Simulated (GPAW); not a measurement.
BAs, 2 atoms in the cell. The structure is cubic, space group F-43m (No. 216). The conventional cell has a = 4.777 Å, b = 4.777 Å, c = 4.777 Å, α = 90.00°, β = 90.00°, γ = 90.00°. As (site symmetry -43m) has 4 B at 2.07 Å as nearest neighbours. B (site symmetry -43m) is surrounded by 4 As at 2.07 Å. 

```yaml
Program: GPAW 26.7.0
Task: band structure
Functional: LDA
Potentials_or_basis: JTH PAW 2.0, LDA
Cutoff: 800 eV
Basis: pw
k_mesh: 8 × 8 × 8
Occupations: fermi-dirac, width 0.05 eV
Spin: no spin polarisation
Maxiter: 150
Band_path: GXWKGLUWLK,UX
Band_points: 100
Data_set: As jth, B jth
```

Potentials or basis: JTH PAW 2.0, LDA, pw.

The run is started by

```sh
$ OMP_NUM_THREADS=1 python run.py
```

Hardware: 1 thread of Intel(R) Xeon(R) Platinum 8488C (Sapphire Rapids), on a shared host.

Question: How long does it take, and how much memory?

Answer: Run time: 35 s on 1 thread of Intel(R) Xeon(R) Platinum 8488C (Sapphire Rapids), with other jobs on the host, peak memory 0.27 GiB. Counts: scf iterations 14, plane waves 1424, bands 16, k points 29.
